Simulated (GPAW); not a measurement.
## KCl (Sylvite): one start, several treatments of the self-energy

Aim: compare treatments of exchange, screening and correlation for the gap of KCl (Sylvite).

Method: PBE and many-body steps on it, plane waves, in GPAW 26.7.0.

Most raw output is cut from this account.

**1. Set-up**

Symmetry: Fm-3m, No. 225, cubic system. Conventional cell: a = 6.293 Å, b = 6.293 Å, c = 6.293 Å, α = 90.00°, β = 90.00°, γ = 90.00°. Nearest to K lie 6 Cl at 3.15 Å. Cl has 6 K at 3.15 Å nearest. Farther neighbours and most contacts between anions are not listed.

As a file:

```xyz
2
Lattice="0.0000 3.1465 3.1465 3.1465 0.0000 3.1465 3.1465 3.1465 0.0000" Properties=species:S:1:pos:R:3 pbc="T T T"
K     0.0000    0.0000    0.0000
Cl    3.1465    3.1465    3.1465
```

The cell and positions come from the Crystallography Open Database and are kept as given unless a step says otherwise.

**2. Empty states on the mesh, 4×4×4 mesh, 410 bands**

This step: GPAW 26.7.0; DFT, PBE, plane waves, PAW.

The sums over transitions need many empty states on a uniform mesh; this step solves for them.

Contents of run.py:

```python
import json
import numpy as np
from gpaw.mpi import world
from gpaw import GPAW

calc = GPAW('gs.gpw').fixed_density(kpts={'size': (4, 4, 4), 'gamma': True},
    parallel={'domain': 1, 'band': 1},
    txt='nscf.txt')
calc.diagonalize_full_hamiltonian(nbands=410)
calc.write('full.gpw', mode='all')
res = {}
kpts = calc.get_ibz_k_points()
res['kpts'] = kpts
res['eigenvalues'] = [calc.get_eigenvalues(kpt=k) for k in range(len(kpts))]
res['n_electrons'] = calc.get_number_of_electrons()

if world.rank == 0:
    with open('result.json', 'w') as f:
        json.dump(res, f, default=lambda x: x.tolist())
```

Launch:

```bash
mpirun -n 4 gpaw python run.py
```

Run time: 11 s. Hardware: 4 MPI ranks of Arm Neoverse V1, shared host; peak memory 1.2 GiB; 45 s of CPU time.

This step gave:

- gap: 5.194 eV
- k of the valence top: 0, 0, 0
- k of the conduction bottom: 0, 0, 0
- least direct gap: 5.194 eV
- k points computed: 8
- lowest point of the top converged band, above the valence top: 194.0742 eV

On this mesh the gap is 5.194 eV.

**3. G0W0, Godby-Needs plasmon pole**

Now the one-shot GW correction: screening in the RPA, then the self-energy of the levels asked for.

This step: G0W0 on PBE, plane waves, PAW.

Contents of run.py:

```python
import json
import numpy as np
from gpaw.mpi import world
from gpaw.response.g0w0 import G0W0

gw = G0W0('full.gpw',
    filename='gw',
    kpts=[0],
    bands=(6, 10),
    ecut=120,
    nbands=185,
    integrate_gamma='WS',
    ppa=True)
gw.calculate()
res = {mode: {k: v for k, v in r.items() if k != 'sigma_eskwn'}
       for mode, r in gw.all_results.items()}

if world.rank == 0:
    with open('result.json', 'w') as f:
        json.dump(res, f, default=lambda x: x.tolist())
```

Launch:

```bash
mpirun -n 4 gpaw python run.py
```

Elapsed: 41 s, on 4 MPI ranks; peak memory 1.2 GiB.

This step gave:

```yaml
g0w0_gap_on_the_points_computed: 7.936 eV
least_direct_g0w0_gap_on_the_computed_points: 7.936 eV
z_at_the_valence_top: 0.8175
z_at_the_conduction_bottom: 0.8791
starting_gap_on_the_mesh: 5.194 eV
k_of_the_valence_top: 0, 0, 0
k_of_the_conduction_bottom: 0, 0, 0
```

The gap on the mesh goes from 5.19 eV to 7.94 eV, a correction of +2.74 eV.

**4. One-shot HSE06**

This step: one-shot HSE06 levels on PBE orbitals, plane waves, PAW.

Contents of run.py:

```python
import json
import numpy as np
from gpaw.mpi import world
from gpaw.hybrids.eigenvalues import non_self_consistent_eigenvalues

dft, vxc, vxc_hyb = non_self_consistent_eigenvalues('full.gpw', 'HSE06', 6, 10, kpt_indices=[0])
res = {'dft': dft[0], 'hybrid': (dft - vxc + vxc_hyb)[0]}
if world.rank == 0:
    with open('hybrid.txt', 'w') as f:
        for k, e0, e1 in zip([0], res['dft'], res['hybrid']):
            print(k, ' '.join(f'{x:9.4f}' for x in e0), '|', ' '.join(f'{x:9.4f}' for x in e1), file=f)

if world.rank == 0:
    with open('result.json', 'w') as f:
        json.dump(res, f, default=lambda x: x.tolist())
```

Launch:

```bash
mpirun -n 4 gpaw python run.py
```

It took 3.3 s on 4 MPI ranks; peak memory 0.48 GiB; 13 s of CPU time.

This step gave:

```yaml
starting_gap_on_the_mesh: 5.194 eV
hybrid_gap_on_the_mesh: 6.471 eV
least_direct_hybrid_gap_on_the_computed_points: 6.471 eV
```

**5. G0W0, extrapolated in the cutoff**

This step: G0W0 on PBE, plane waves, PAW.

Contents of run.py:

```python
import json
import numpy as np
from gpaw.mpi import world
from gpaw.response.g0w0 import G0W0

gw = G0W0('full.gpw',
    filename='gw',
    kpts=[0],
    bands=(6, 10),
    ecut=200.0,
    integrate_gamma='WS',
    ppa=True,
    ecut_extrapolation=True)
gw.calculate()
res = {mode: {k: v for k, v in r.items() if k != 'sigma_eskwn'}
       for mode, r in gw.all_results.items()}

if world.rank == 0:
    with open('result.json', 'w') as f:
        json.dump(res, f, default=lambda x: x.tolist())
```

Launch:

```bash
mpirun -n 4 gpaw python run.py
```

Elapsed: 5.2 min, on 4 MPI ranks; peak memory 1.6 GiB; 21 min of CPU time.

This step gave:

| Item | Value |
| --- | --- |
| quasiparticle gap on the points computed | 8.168 eV |
| least direct quasiparticle gap on the computed points | 8.168 eV |
| Z at the valence top | 0.8143 |
| Z at the conduction bottom | 0.8778 |
| starting gap on the mesh | 5.194 eV |
| k of the valence top | 0, 0, 0 |
| k of the conduction bottom | 0, 0, 0 |
| gaps at the cutoffs of the extrapolation | 8.028, 8.042, 8.056 eV |

Against G0W0 in GPAW (4×4×4 mesh, 185 bands, screening to 120 eV, Godby-Needs plasmon pole), the gap moves by +0.231 eV.

**6. One-shot PBE0**

This step: one-shot PBE0 levels on PBE orbitals, plane waves, PAW.

Contents of run.py:

```python
import json
import numpy as np
from gpaw.mpi import world
from gpaw.hybrids.eigenvalues import non_self_consistent_eigenvalues

dft, vxc, vxc_hyb = non_self_consistent_eigenvalues('full.gpw', 'PBE0', 6, 10, kpt_indices=[0])
res = {'dft': dft[0], 'hybrid': (dft - vxc + vxc_hyb)[0]}
if world.rank == 0:
    with open('hybrid.txt', 'w') as f:
        for k, e0, e1 in zip([0], res['dft'], res['hybrid']):
            print(k, ' '.join(f'{x:9.4f}' for x in e0), '|', ' '.join(f'{x:9.4f}' for x in e1), file=f)

if world.rank == 0:
    with open('result.json', 'w') as f:
        json.dump(res, f, default=lambda x: x.tolist())
```

Launch:

```bash
mpirun -n 4 gpaw python run.py
```

Elapsed: 3.2 s, on 4 MPI ranks; peak memory 0.49 GiB.

This step gave:

- starting gap on the mesh: 5.194 eV
- hybrid gap on the mesh: 7.248 eV
- least direct hybrid gap on the computed points: 7.248 eV

**7. G0W0, full frequency, Hilbert transform**

This step: G0W0 on PBE, plane waves, PAW.

Contents of run.py:

```python
import json
import numpy as np
from gpaw.mpi import world
from gpaw.response.g0w0 import G0W0

gw = G0W0('full.gpw',
    filename='gw',
    kpts=[0],
    bands=(6, 10),
    ecut=120,
    nbands=185,
    integrate_gamma='WS',
    frequencies={'type': 'nonlinear', 'domega0': 0.1, 'omega2': 15.0},
    eta=0.1,
    nblocksmax=True)
gw.calculate()
res = {mode: {k: v for k, v in r.items() if k != 'sigma_eskwn'}
       for mode, r in gw.all_results.items()}

if world.rank == 0:
    with open('result.json', 'w') as f:
        json.dump(res, f, default=lambda x: x.tolist())
```

Launch:

```bash
mpirun -n 4 gpaw python run.py
```

The job ended after 88 s (4 MPI ranks; peak memory 1.7 GiB; 5.9 min of CPU time).

This step gave:

```
G0W0 gap on the points computed              : 8.009 eV
least direct G0W0 gap on the computed points : 8.009 eV
starting gap on the mesh                     : 5.194 eV
k of the valence top                         : 0, 0, 0
k of the conduction bottom                   : 0, 0, 0
```

Against G0W0 in GPAW (4×4×4 mesh, 185 bands, screening to 120 eV, Godby-Needs plasmon pole), the gap moves by +0.073 eV.

**8. Side by side**

Times are wall times on 4 MPI ranks of Arm Neoverse V1, shared host, good to a factor of about two.

```csv
run,mesh,bands,screening cutoff (eV),DFT gap (eV),gap on the mesh (eV),direct (eV),time
"G0W0, Godby-Needs plasmon pole",4×4×4,185,120,5.194,7.936,7.936,41 s
one-shot HSE06,4×4×4,-,-,5.194,6.471,6.471,3.3 s
"G0W0, extrapolated in the cutoff",4×4×4,-,200,5.194,8.168,8.168,5.2 min
one-shot PBE0,4×4×4,-,-,5.194,7.248,7.248,3.2 s
"G0W0, full frequency, Hilbert transform",4×4×4,185,120,5.194,8.009,8.009,88 s
```

**9. Summary of results**

* G0W0, Godby-Needs plasmon pole: 7.936 eV
* one-shot HSE06: 6.471 eV
* G0W0, extrapolated in the cutoff: 8.168 eV
* one-shot PBE0: 7.248 eV
* G0W0, full frequency, Hilbert transform: 8.009 eV
* known limits: not at the basis limit

What this shows: One-shot HSE06: −1.465 eV against G0W0, Godby-Needs plasmon pole. G0W0, extrapolated in the cutoff: +0.231 eV against G0W0, Godby-Needs plasmon pole, at other bands or cutoff, so not like for like. One-shot PBE0: −0.689 eV against G0W0, Godby-Needs plasmon pole. G0W0, full frequency, Hilbert transform: +0.073 eV against G0W0, Godby-Needs plasmon pole. One-shot hybrid levels are evaluated on the PBE orbitals. Bands and cutoff are finite, so the gap is not at the basis limit. The miss can reach some tenths of an eV and take either sign; the mesh is an error of its own. These stock PAW sets were not made for GW. In the G0W0 runs levels were corrected at 1 k point alone, so a gap called «on the mesh» is the least over those, and an edge elsewhere would be missed. The program warns of a poor linear fit in the extrapolation of some level, so the extrapolated values are rough.

[Paths, hosts, dates, memory and timing lines, banners, echoed tables and standing remarks are left out of the program output.]

[Logs are printed without paths, hosts, clocks, repeated set-up lines and the standing remarks that a program may print on its own settings, such as how far it seeks lower states.]

[Runs of the session that timed out or met a known fault of the program may be left out.]

[Hosts, paths, dates, database ids (printed as entryN), source tags and the programs' standing remarks are cut or masked in the printed files.]
